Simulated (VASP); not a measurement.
# Mg2Si (Fm-3m) in VASP: a series of runs

The runs below take Mg2Si through band structure, with r2SCAN.

Program: VASP 6.6.1. These are calculated values, not measurements. Logs are shortened: lines on timing, memory, paths and dates and some standing lists are left out, and cuts for length are marked.

## 1. Starting point

Symmetry: Fm-3m, No. 225, cubic system. The conventional cell has a = 6.327 Å, b = 6.327 Å, c = 6.327 Å, α = 90.00°, β = 90.00°, γ = 90.00°. Si (site symmetry m-3m) is surrounded by 8 Mg at 2.74 Å. Mg (site symmetry -43m) has 4 Si at 2.74 Å as nearest neighbours.

The cell was built by a generator and needn't be a form met in nature.

## 2. Band structure, r2SCAN

INCAR

```
ALGO = Normal
EDIFF = 1E-6
ENCUT = 520
ISIF = 2
ISMEAR = 0
LASPH = True
LCHARG = False
LMIXTAU = True
LREAL = False
LWAVE = False
METAGGA = R2SCAN
NELM = 100
PREC = Accurate
SIGMA = 0.02
```

KPOINTS

```
k-points
0
Gamma
  8 8 8
```

POSCAR

```
Mg2Si                                   
1.0
   -0.0000000000      3.1636547457      3.1636547457
    3.1636547457      0.0000000000      3.1636547457
    3.1636547457      3.1636547457     -0.0000000000
  Si              Mg            
     1     2
Direct
     0.0000000000000000    1.0000000000000000    1.0000000000000000
     0.2500000000000000    0.2500000000000000    0.2500000000000000
     0.7500000000000000    0.7500000000000000    0.7500000000000000
```

KPOINTS_OPT

```
path GXWKGLUWLK,UX
10
line-mode
reciprocal
 0.0000000000  0.0000000000  0.0000000000  G
 0.5000000000  0.0000000000  0.5000000000  X

 0.5000000000  0.0000000000  0.5000000000  X
 0.5000000000  0.2500000000  0.7500000000  W

 0.5000000000  0.2500000000  0.7500000000  W
 0.3750000000  0.3750000000  0.7500000000  K

 0.3750000000  0.3750000000  0.7500000000  K
 0.0000000000  0.0000000000  0.0000000000  G

 0.0000000000  0.0000000000  0.0000000000  G
 0.5000000000  0.5000000000  0.5000000000  L

 0.5000000000  0.5000000000  0.5000000000  L
 0.6250000000  0.2500000000  0.6250000000  U

 0.6250000000  0.2500000000  0.6250000000  U
 0.5000000000  0.2500000000  0.7500000000  W

 0.5000000000  0.2500000000  0.7500000000  W
 0.5000000000  0.5000000000  0.5000000000  L

 0.5000000000  0.5000000000  0.5000000000  L
 0.3750000000  0.3750000000  0.7500000000  K

 0.6250000000  0.2500000000  0.6250000000  U
 0.5000000000  0.0000000000  0.5000000000  X
```

Potentials or basis: VASP PAW PBE potentials, release 64 (Si, Mg).

On the command line:

```
$ cat potpaw_PBE.64/Si/POTCAR potpaw_PBE.64/Mg/POTCAR > POTCAR
$ mpirun -np 1 vasp_std > vasp.out
```

OUTCAR:

```text
EDIFF = 1E-6
   ENCUT = 520
   ISIF = 2
   ISMEAR = 0
   LASPH = True
   LREAL = False
   METAGGA = R2SCAN
   NELM = 100
   PREC = Accurate

 ion  position               nearest neighbor table
   1  0.000  0.000  0.000-   3 2.74   3 2.74   3 2.74   2 2.74   3 2.74   2 2.74   2 2.74   2 2.74

   2  0.250  0.250  0.250-   1 2.74   1 2.74   1 2.74   1 2.74   3 3.16   3 3.16   3 3.16   3 3.16
                             3 3.16   3 3.16
   3  0.750  0.750  0.750-   1 2.74   1 2.74   1 2.74   1 2.74   2 3.16   2 3.16   2 3.16   2 3.16
                             2 3.16   2 3.16

  LATTYP: Found a face centered cubic cell.
 ALAT       =     6.3273094914

  Lattice vectors:

 A1 = (   0.0000000000,   3.1636547457,   3.1636547457)
 A2 = (   3.1636547457,   0.0000000000,   3.1636547457)
 A3 = (   3.1636547457,   3.1636547457,   0.0000000000)

Analysis of symmetry for initial positions (statically):
=====================================================================
 Subroutine PRICEL returns:
 Original cell was already a primitive cell.

 Routine SETGRP: Setting up the symmetry group for a
 face centered cubic supercell.

 Subroutine GETGRP returns: Found 48 space group operations
 (whereof 48 operations were pure point group operations)
 out of a pool of 48 trial point group operations.

The static configuration has the point symmetry O_h .

Analysis of symmetry for dynamics (positions and initial velocities):
=====================================================================
 Subroutine PRICEL returns:
 Original cell was already a primitive cell.

 Routine SETGRP: Setting up the symmetry group for a
 face centered cubic supercell.

 Subroutine GETGRP returns: Found 48 space group operations
 (whereof 48 operations were pure point group operations)
 out of a pool of 48 trial point group operations.

The dynamic configuration has the point symmetry O_h .

 Subroutine INISYM returns: Found 48 space group operations
 (whereof 48 operations are pure point group operations),
 and found     1 'primitive' translations

----------------------------------------------------------------------------------------

                                     Primitive cell

  volume of cell :      63.3282

  direct lattice vectors                    reciprocal lattice vectors
     0.000000000  3.163654746  3.163654746    -0.158045059  0.158045059  0.158045059
     3.163654746  0.000000000  3.163654746     0.158045059 -0.158045059  0.158045059
     3.163654746  3.163654746  0.000000000     0.158045059  0.158045059 -0.158045059

  length of vectors
     4.474083448  4.474083448  4.474083448     0.273742072  0.273742072  0.273742072

  position of ions in fractional coordinates (direct lattice)
     0.000000000  0.000000000  0.000000000
     0.250000000  0.250000000  0.250000000
     0.750000000  0.750000000  0.750000000

  ion indices of the primitive-cell ions
   primitive index   ion index
                 1           1
                 2           2
                 3           3

----------------------------------------------------------------------------------------

 KPOINTS: k-points

Automatic generation of k-mesh.
 Grid dimensions read from file:
 generate k-points for:    8    8    8

 Generating k-lattice:

  Cartesian coordinates                     Fractional coordinates (reciprocal lattice)
    -0.019755632  0.019755632  0.019755632     0.125000000  0.000000000  0.000000000
     0.019755632 -0.019755632  0.019755632     0.000000000  0.125000000  0.000000000
     0.019755632  0.019755632 -0.019755632     0.000000000  0.000000000  0.125000000

  Length of vectors
     0.034217759  0.034217759  0.034217759

  Shift w.r.t. Gamma in fractional coordinates (k-lattice)
     0.000000000  0.000000000  0.000000000

 Subroutine IBZKPT returns following result:
 ===========================================

 Found     29 irreducible k-points:

 Following reciprocal coordinates:
            Coordinates               Weight
  0.000000  0.000000  0.000000      1.000000
  0.125000  0.000000  0.000000      8.000000
  0.250000  0.000000  0.000000      8.000000
  0.375000  0.000000  0.000000      8.000000
  0.500000  0.000000  0.000000      4.000000
  0.125000  0.125000  0.000000      6.000000
[... 16 lines left out ...]
  0.500000  0.250000  0.125000     48.000000
 -0.375000  0.250000  0.125000     24.000000
 [... further k-points ...]
   k-points           NKPTS =     29   k-points in BZ     NKDIM =     29   number of bands    NBANDS=      8
   number of dos      NEDOS =    301   number of ions     NIONS =      3
   total plane-waves  NPLWV =  46656
   dimension x,y,z NGX =    36 NGY =   36 NGZ =   36
   dimension x,y,z NGXF=    72 NGYF=   72 NGZF=   72
   ions per type =               1   2
   NGX,Y,Z   is equivalent  to a cutoff of  13.38, 13.38, 13.38 a.u.
   NGXF,Y,Z  is equivalent  to a cutoff of  26.75, 26.75, 26.75 a.u.
 SYSTEM =  unknown system
   PREC   = accura    normal or accurate (medium, high low for compatibility)
   ISTART =      0    job   : 0-new  1-cont  2-samecut
   ICHARG =      2    charge: 1-file 2-atom 10-const
   ISPIN  =      1    spin polarized calculation?
   LNONCOLLINEAR =      F non collinear calculations
   LSORBIT =      F    spin-orbit coupling
   LASPH  =      T    aspherical Exc in radial PAW
   ENCUT  =  520.0 eV  38.22 Ry    6.18 a.u.   8.32  8.32  8.32*2*pi/ulx,y,z
   NELM   =    100;   NELMIN=  2; NELMDL= -5     # of ELM steps
   EDIFF  = 0.1E-05   stopping-criterion for ELM
   LREAL  =      F    real-space projection
   EDIFFG = 0.1E-04   stopping-criterion for IOM
   NSW    =      0    number of steps for IOM
   IBRION =     -1    ionic relax: 0-MD 1-quasi-New 2-CG
   NFREE  =      0    steps in history (QN), initial steepest desc. (CG)
   ISIF   =      2    stress and relaxation
   ISYM   =      2    0-nonsym 1-usesym 2-fastsym
   POTIM  = 0.5000    time-step for ionic-motion
   TEBEG  =    0.0;   TEEND  =   0.0 temperature during run
   PSTRESS=    0.0 pullay stress
   NELECT =       8.0000    total number of electrons
   NUPDOWN=      -1.0000    fix difference up-down
   EMIN   =  10.00;   EMAX   =-10.00  energy-range for DOS
   EFERMI =   0.00;   METHOD = LEGACY
   ISMEAR =     0;   SIGMA  =   0.02  broadening in eV -4-tet -1-fermi 0-gaus
   EFERMI_NEDOS =   21; number of points for ismear=-14 and -15
   IALGO  =     38    algorithm
   IMIX   =      4    mixing-type and parameters
     AMIX     =   0.40;   BMIX     =  1.00
     AMIX_MAG =   1.60;   BMIX_MAG =  1.00
  volume/ion in A,a.u.               =      21.11       142.45
  Fermi-wavevector in a.u.,A,eV,Ry     =   0.821434  1.552284  9.180572  0.674753
  Thomas-Fermi vector in A             =   1.932592
   LORBIT       =      0    0 simple, 1 ext, 2 COOP (PROOUT), +10 PAW based schemes
   METAGGA = R2SCAN    functional components
   LHFCALC =     F    Hartree Fock is set to
   AEXX    =    0.0000 exact exchange contribution
   IVDW    =     0    specifies the selected vdW correction
   LEPSILON=     F    determine dielectric tensor
   LRPA    =     F    only Hartree local field effects (RPA)
 non-spin polarized calculation
 Gauss-broadening in eV      SIGMA  =   0.02
  energy-cutoff  :      520.00
  volume of cell :       63.33
 maximum number of plane-waves:      1727
 NGX is ok and might be reduce to    36
   NGX = 17   NGY = 17   NGZ = 17

 number of electron       8.0000000 magnetization

 Free energy of the ion-electron system (eV)
  ---------------------------------------------------
  ext. energy  EPLUGINS =         0.00000000
  ---------------------------------------------------
  free energy    TOTEN  =       -17.68366536 eV

  energy without entropy =      -17.68366536  energy(sigma->0) =      -17.68366536

 E-fermi :   3.7115     XC(G=0):  -9.2258

 val. band max:        3.5905877952   @ k =   0.0000   0.0000   0.0000
 cond. band min:       4.0329852131   @ k =   0.5000   0.5000   0.0000
 fundamental gap:      0.4423974178
 Fermi energy:         3.7115323611

 k-point     1 :       0.0000    0.0000    0.0000
  band No.  band energies     occupation
      1      -5.9753      2.00000
      2       3.5906      2.00000
      3       3.5906      2.00000
      4       3.5906      2.00000
      5       6.1183      0.00000
      6       6.4400      0.00000
      7       6.4400      0.00000
      8       6.4400      0.00000

 k-point     2 :       0.1250    0.0000    0.0000
  band No.  band energies     occupation
      1      -5.8268      2.00000
      2       2.4519      2.00000
      3       3.4291      2.00000
      4       3.4291      2.00000
      5       6.1101      0.00000
      6       6.7286      0.00000
      7       6.7286      0.00000
      8       7.3895      0.00000

 k-point     3 :       0.2500    0.0000    0.0000
  band No.  band energies     occupation
      1      -5.4043      2.00000
      2       0.7390      2.00000
      3       3.1373      2.00000
      4       3.1373      2.00000
      5       5.7342      0.00000
      6       6.9112      0.00000
      7       6.9112      0.00000
      8       9.0353      0.00000

 k-point     4 :       0.3750    0.0000    0.0000
  band No.  band energies     occupation
      1      -4.8187      2.00000
      2      -0.6969      2.00000
      3       2.9224      2.00000
      4       2.9224      2.00000
      5       5.4505      0.00000
      6       6.5843      0.00000
      7       6.5843      0.00000
      8       9.3801      0.00000

 k-point     5 :       0.5000    0.0000    0.0000
  band No.  band energies     occupation
      1      -4.4688      2.00000
      2      -1.3383      2.00000
      3       2.8477      2.00000
      4       2.8477      2.00000
      5       5.3512      0.00000
      6       6.4195      0.00000
      7       6.4195      0.00000
      8       9.2445      0.00000
[... 177 lines left out ...]
 k-point    22 :       0.3750    0.2500    0.1250
  band No.  band energies     occupation
      1      -5.0443      2.00000
      2       0.5936      2.00000
      3       1.6384      2.00000
      4       2.6524      2.00000
      5       6.1719      0.00000
      6       6.3936      0.00000
      7       7.2191      0.00000
      8       8.6275      0.00000

 k-point    23 :       0.5000    0.2500    0.1250
  band No.  band energies     occupation
      1      -4.5030      2.00000
      2      -0.4040      2.00000
      3       1.1468      2.00000
      4       2.2528      2.00000
      5       6.0651      0.00000
      6       6.6516      0.00000
      7       7.6524      0.00000
      8       8.6935      0.00000

 k-point    24 :      -0.3750    0.2500    0.1250
  band No.  band energies     occupation
      1      -4.1922      2.00000
      2      -0.9333      2.00000
      3       1.0524      2.00000
      4       2.0628      2.00000
      5       6.0571      0.00000
      6       6.3983      0.00000
      7       8.5572      0.00000
      8       9.1416      0.00000

 [... further k-points ...]

------------------------ aborting loop because EDIFF is reached ----------------------------------------

  FORCE on cell =-STRESS in cart. coord.  units (eV):
  Direction    XX          YY          ZZ          XY          YZ          ZX
  --------------------------------------------------------------------------------------
  -------------------------------------------------------------------------------------
  Total        0.0030317      0.0030317      0.0030317      0.0000000     -0.0000000     -0.0000000
  in kB        0.0767013      0.0767013      0.0767013      0.0000000     -0.0000000     -0.0000000
  external PRESSURE =       0.0767013 kB  Pullay stress =       0.0000000 kB

 VOLUME and BASIS-vectors are now :
 -----------------------------------------------------------------------------
  energy-cutoff  :      520.00
  volume of cell :       63.33
      direct lattice vectors                 reciprocal lattice vectors
     0.000000000  3.163654746  3.163654746    -0.158045059  0.158045059  0.158045059
     3.163654746  0.000000000  3.163654746     0.158045059 -0.158045059  0.158045059
     3.163654746  3.163654746  0.000000000     0.158045059  0.158045059 -0.158045059

 POSITION                                       TOTAL-FORCE (eV/Angst)
 -----------------------------------------------------------------------------------
      0.00000      0.00000      0.00000         0.000000     -0.000000      0.000000
      1.58183      1.58183      1.58183        -0.000000     -0.000000     -0.000000
      4.74548      4.74548      4.74548         0.000000      0.000000      0.000000
 -----------------------------------------------------------------------------------
    total drift:                               -0.000000      0.000000     -0.000000

  FREE ENERGIE OF THE ION-ELECTRON SYSTEM (eV)
  ---------------------------------------------------
  free  energy   TOTEN  =       -17.6836653596 eV

  energy  without entropy=      -17.6836653596  energy(sigma->0) =      -17.68366536
```

Wall time 69 s (1 thread of Intel Xeon 6975P-C (Granite Rapids), shared host); peak memory 0.23 GiB.

What came out:

```yaml
Free_energy: -17.6837 eV
Pressure: 0.0 GPa
Band_gap_on_the_k_mesh: 0.44 eV, indirect (least direct gap 2.49 eV)
Band_gap_along_the_path: 0.44 eV, indirect (least direct gap 2.49 eV)
```

Levels at the corners of the path, in eV from the valence-band top:
```tsv
point	band 1	band 2	band 3	band 4	band 5	band 6	band 7	band 8
Γ	-9.57	0.00	0.00	0.00	2.53	2.85	2.85	2.85
X	-7.47	-4.57	-2.05	-2.05	0.44	0.76	8.72	8.72
X	-7.47	-4.57	-2.05	-2.05	0.44	0.76	8.72	8.72
W	-7.42	-3.70	-3.70	-2.76	2.98	4.01	4.01	4.37
W	-7.42	-3.70	-3.70	-2.76	2.98	4.01	4.01	4.37
K	-7.49	-4.13	-3.55	-1.71	1.00	3.37	6.35	6.62
K	-7.49	-4.13	-3.55	-1.71	1.00	3.37	6.35	6.62
Γ	-9.57	0.00	0.00	0.00	2.53	2.85	2.85	2.85
Γ	-9.57	0.00	0.00	0.00	2.53	2.85	2.85	2.85
L	-8.06	-4.93	-0.74	-0.74	1.76	2.83	2.83	5.65
L	-8.06	-4.93	-0.74	-0.74	1.76	2.83	2.83	5.65
U	-7.49	-4.13	-3.55	-1.71	1.00	3.37	6.35	6.62
U	-7.49	-4.13	-3.55	-1.71	1.00	3.37	6.35	6.61
W	-7.42	-3.70	-3.70	-2.76	2.98	4.01	4.01	4.37
W	-7.42	-3.70	-3.70	-2.76	2.98	4.01	4.01	4.37
L	-8.06	-4.93	-0.74	-0.74	1.76	2.83	2.83	5.65
L	-8.06	-4.93	-0.74	-0.74	1.76	2.83	2.83	5.65
K	-7.49	-4.13	-3.55	-1.71	1.00	3.37	6.35	6.62
U	-7.49	-4.13	-3.55	-1.71	1.00	3.37	6.35	6.62
X	-7.47	-4.57	-2.05	-2.05	0.44	0.76	8.72	8.80
```

Caveat: the PAW data sets were made with another functional, which shifts forces and pressure a little.

## 3. Band structure, r2SCAN

INCAR

```
SYSTEM = Mg2Si
  PREC = Accurate
  ENCUT = 520
  EDIFF = 1E-6
  ISMEAR = 0
  SIGMA = 0.02
  LREAL = .FALSE.
  LASPH = .TRUE.
  NELM = 80
  ALGO = Normal
  ISIF = 2
  LWAVE = .FALSE.
  LCHARG = .FALSE.
  METAGGA = R2SCAN
  LMIXTAU = .TRUE.
```

KPOINTS

```
Automatic mesh
0
G
  8 8 8
  0 0 0
```

POSCAR is that of step 2.

Changes to KPOINTS_OPT since step 2:

```diff
@@ -1,3 +1,3 @@
 path GXWKGLUWLK,UX
-10
+15
 line-mode
```

Potentials or basis: VASP PAW PBE potentials, release 64 (Si, Mg).

On the command line:

```
$ cat potpaw_PBE.64/Si/POTCAR potpaw_PBE.64/Mg/POTCAR > POTCAR
$ mpirun -np 1 vasp_std > vasp.out
```

It took 84 s on 1 thread of Intel Xeon 6975P-C (Granite Rapids), shared host; peak memory 0.23 GiB.

The run converged. Its results:

| Item | Value |
| --- | --- |
| Free energy | -17.6837 eV |
| Pressure | 0.0 GPa |
| Band gap on the k mesh | 0.44 eV, indirect (least direct gap 2.49 eV) |
| Band gap along the path | 0.44 eV, indirect (least direct gap 2.49 eV) |

Levels at the corners of the path, in eV from the valence-band top:
```
point  band 1  band 2  band 3  band 4  band 5  band 6  band 7  band 8
    Γ   -9.57    0.00    0.00    0.00    2.53    2.85    2.85    2.85
    X   -7.47   -4.57   -2.05   -2.05    0.44    0.76    8.72    8.73
    X   -7.47   -4.57   -2.05   -2.05    0.44    0.76    8.73    8.76
    W   -7.42   -3.70   -3.70   -2.76    2.98    4.01    4.01    4.37
    W   -7.42   -3.70   -3.70   -2.76    2.98    4.01    4.01    4.37
    K   -7.49   -4.13   -3.55   -1.71    1.00    3.37    6.35    6.62
    K   -7.49   -4.13   -3.55   -1.71    1.00    3.37    6.35    6.62
    Γ   -9.57    0.00    0.00    0.00    2.53    2.85    2.85    2.85
    Γ   -9.57    0.00    0.00    0.00    2.53    2.85    2.85    2.85
    L   -8.06   -4.93   -0.74   -0.74    1.76    2.83    2.83    5.65
    L   -8.06   -4.93   -0.74   -0.74    1.76    2.83    2.83    5.65
    U   -7.49   -4.13   -3.55   -1.71    1.00    3.37    6.35    6.61
    U   -7.49   -4.13   -3.55   -1.71    1.00    3.37    6.35    6.62
    W   -7.42   -3.70   -3.70   -2.76    2.98    4.01    4.01    4.37
    W   -7.42   -3.70   -3.70   -2.76    2.98    4.01    4.01    4.37
    L   -8.06   -4.93   -0.74   -0.74    1.76    2.83    2.83    5.65
    L   -8.06   -4.93   -0.74   -0.74    1.76    2.83    2.83    5.65
    K   -7.49   -4.13   -3.55   -1.71    1.00    3.37    6.35    6.61
    U   -7.49   -4.13   -3.55   -1.71    1.00    3.37    6.35    6.61
    X   -7.47   -4.57   -2.05   -2.05    0.44    0.76    8.72    8.78
```

Caveat: the PAW data sets were made with another functional, which shifts forces and pressure a little.
